**Q:** I have a rutile cell, and six programs have computed its pressure with the same functional. Do they at least agree on whether the crystal wants to grow or shrink?

Pressure of rutile TiO2 from plane-wave DFT programs with PBE, for one fixed 6-atom cell (a = 4.6 Å, c = 2.959 Å), without spin polarisation or dispersion correction, on a 6x6x9 k mesh with Fermi-Dirac smearing of 0.05 eV. The basis column gives the plane-wave cutoff. Pressure is positive in compression, and the Ansatz value leaves out the Pulay correction.

```csv
program,potentials,basis,pressure (GPa),pressure less the median of the rows (GPa)
Ansatz,Ansatz PAW,420 eV,3.510,-0.120
ABACUS,PseudoDojo NC SR 0.4.1 PBE standard,1143 eV,3.620,-0.010
JDFTx,PseudoDojo SR PBE 0.5 standard,1143 eV,3.620,-0.010
DFTK,dojo.nc.sr.pbe.v0_4_1.standard,1143 eV,3.630,0.000
Quantum ESPRESSO,SSSP 1.3 efficiency PBE,748 eV,3.920,0.290
GPAW,GPAW PAW data sets (gpaw data 1.2.1),800 eV,5.330,1.700
```

**A:** They do. Pressure is counted as positive in compression, and all six values are positive, so in every calculation the crystal would expand if it were released. The pressure $P$ is the slope of the energy $E$ with the cell volume $V$, with the sign reversed:

$$P=-\frac{dE}{dV}$$

A positive value therefore means that the energy still falls as the cell grows. The cell edges used here are close to the measured ones, and PBE tends to bind solids a little too weakly, which makes its preferred volume too large. That well-known tendency is the likely reason for the common sign.

**Q:** How much larger would the crystal become?

**A:** Divide the pressure by the bulk modulus, which is the resistance to a change of volume. For rutile it is roughly 210 GPa, a recalled value. The three rows near 3.6 GPa then ask for about 1.7% more volume, or 0.6% in an average edge.

This is a first-order estimate, not a relaxed cell. The bulk modulus itself changes with volume, and the edges would not all grow by the same fraction. The atoms are also held still in the calculation. Zero-point and thermal motion would push the cell outward a little further.

**Q:** ABACUS, JDFTx and DFTK agree to 0.01 GPa. Is that the accuracy of the answer?

**A:** It is the agreement of three codes that solve nearly the same problem, since all three use PseudoDojo potentials. Such a potential replaces the core electrons and smooths the valence orbitals near the nucleus. If the error of this replacement changes as titanium and oxygen move apart, it enters the pressure, and codes that share the potential share the error. These rows also fix the middle of the table, so "pressure less the median" is in practice the distance from PseudoDojo.

The same three runs show what a pressure ignores. The total energies of JDFTx and ABACUS differ by 113 eV per cell, yet their pressures are equal to the digits printed. Nearly all of that offset must be independent of volume, and a constant has no slope.

**Q:** Ansatz uses other potentials and a much lower cutoff, and it lands only 0.1 GPa below them. Isn't that independent support?

**A:** No, because the printed value leaves out a correction of 0.73 GPa. The cutoff sets how fine a ripple the plane waves can describe. The uncorrected pressure is the slope of the energy for a fixed set of waves. As the cell expands, every wave in that set is stretched and the effective cutoff drops. The description becomes poorer, the energy rises artificially, and the pressure comes out too low. The Pulay correction repairs this.

Its size can be turned into an energy. One percent of this cell is about 0.63 Å³, and 1 eV/Å³ is about 160 GPa, so the artificial rise for one percent of expansion is

$$\Delta E\approx\frac{0.73\times0.63}{160}\ \text{eV}\approx 3\ \text{meV per cell}.$$

An error of 3 meV in a cell of six atoms would pass unnoticed in most comparisons of energies. In the pressure it is more than six times the apparent disagreement with PseudoDojo. With the correction, Ansatz moves from the lowest place to the second highest, at 4.2 GPa. That order is provisional, because the size of the correction in the other rows isn't given. Their higher cutoffs make for a smaller one, but harder potentials make for a larger one.

**Q:** What would happen if I raised the Ansatz cutoff?

**A:** The correction should shrink, because the energy then depends less and less on the cutoff. The uncorrected pressure should therefore climb towards the corrected one, provided that the corrected one hardly moves. The same reasoning carries over to other crystals. The more the energy per unit volume still falls when the cutoff is raised by one percent, the further the uncorrected pressure lies below the corrected one. Whether the converged Ansatz value would stay near 4.2 GPa is untested here. If it did, and the PseudoDojo rows also held still at higher cutoffs, the remaining distance would point to the potentials.

**Q:** GPAW gives nearly the same band gap as the others. Why should I worry about its pressure?

**A:** The gap and the pressure test different things. The gap is a difference between two levels in one fixed cell, and over all six runs it varies by only 0.03 eV. The pressure depends on how the total energy changes when the cell changes, and there GPAW stands 1.7 GPa above PseudoDojo. By the arithmetic used above, that is a tilt of about 7 meV per cell for one percent of volume.

The deviation is more than a uniform extra push. In the other five runs the stress along the two equal edges exceeds that along the short edge by about 0.8 GPa; in GPAW the difference is only 0.3 GPa. The small forces on the oxygen atoms also point the opposite way. This hints that more than the stress routine is involved, but the data set, the cutoff or grid and the stress evaluation have not been varied separately.

**Q:** Which digits may I use, then?

**A:** That depends on the comparison. Within the PseudoDojo rows the second decimal is reproducible to about one unit. Once potential and cutoff change together, the first decimal moves: Quantum ESPRESSO lies 0.3 GPa higher, and corrected Ansatz 0.6 GPa higher. In corrected Ansatz and in GPAW even the leading digit changes.

For a lattice parameter the consequences are milder, because rutile is stiff. The GPAW excess corresponds to roughly 0.8% in volume, or less than 0.3% in an average edge. The analysis printed after this text lists the changes of volume, which are first-order estimates with the recalled bulk modulus.

If you need the difference in pressure between two cells, compute both with the same program, potential and cutoff, so that much of the shared error cancels. To test a single pressure, scale all edges and atomic positions by the same factor, calculate the energy at a few volumes around your cell, at a fixed cutoff, and take the slope with its sign reversed. If it disagrees with the printed pressure, look first at the basis and the stress evaluation. If it agrees and another potential still gives a different value at converged cutoffs, the potentials are the place to look.

The analysis program printed:

```
Stress and force and gap of each run:
               row  stress xx GPa  stress zz GPa  xx less zz GPa  O force component eV/A  gap eV
            Ansatz          3.781          2.973          0.8073                0.002906   1.865
            ABACUS          3.877          3.117          0.7602                 0.01326   1.884
             JDFTx          3.878          3.115           0.763                 0.01371   1.884
              DFTK           3.89          3.121          0.7688                 0.01321   1.884
  Quantum ESPRESSO          4.198          3.374           0.824                0.003515   1.856
              GPAW          5.425          5.151          0.2745                 -0.0201   1.874
Mean pressure of the three PseudoDojo rows, GPa: 3.623
Spread of the three PseudoDojo rows, GPa: 0.01
Spread of all six rows, GPa: 1.82
Quantum ESPRESSO less PseudoDojo mean, GPa: 0.2967
GPAW less PseudoDojo mean, GPa: 1.707
GPAW pressure over PseudoDojo mean, ratio: 1.471
GPAW excess in stress xx over PseudoDojo mean, GPa: 1.543
GPAW excess in stress zz over PseudoDojo mean, GPa: 2.033
Ansatz without Pulay correction less PseudoDojo mean, GPa: -0.1133
Pulay correction of Ansatz, GPa: 0.7338
Ansatz pressure with Pulay correction, GPa: 4.244
Ansatz with Pulay correction less PseudoDojo mean, GPa: 0.6205
Energy fall implied by the Pulay correction for 1 percent more cutoff, meV per cell: 4.302
Rough volume growth asked for by the PseudoDojo pressure, percent: 1.725
The same as a mean length, percent: 0.5751
Rough extra volume growth asked for by GPAW, percent: 0.8127
Energy tilt behind the GPAW excess for 1 percent of volume, meV per cell: 6.67
JDFTx less ABACUS total energy, eV per cell: 113
Spread of the gaps, eV: 0.0277
Spread of the gaps over their mean, percent: 1.478
Spread of the pressures over their mean, percent: 46.21
```
